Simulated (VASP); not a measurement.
Energy against volume of ZnTe (zinc blende). Calculation: revTPSS meta-GGA, VASP's PBE PAW potentials (set 64) (plane waves; VASP). Numerical set-up: 520 eV cut-off, 8×8×8 Γ-centred mesh, Gaussian smearing of 0.050 eV, potentials Zn Te.

| V (Å³/atom) | E (eV/atom) |
|---|---|
| 27.311 | 9.69568 |
| 28.156 | 9.68866 |
| 29.001 | 9.68936 |
| 29.845 | 9.69654 |

Task: Fit these four points and predict the energy of the run at 26.467 Å³/atom.

Result: A cubic in V^(−2/3), the third-order Birch-Murnaghan form, passes through the four points with V0 = 28.49 Å³/atom and B0 = 46 GPa, and gives 9.7119 eV/atom there. The run gave 9.7120 eV/atom, +0.1 meV/atom from the fit; all five points give B0 = 46 GPa.

The compound is ZnTe in the zinc blende structure. It was relaxed first.
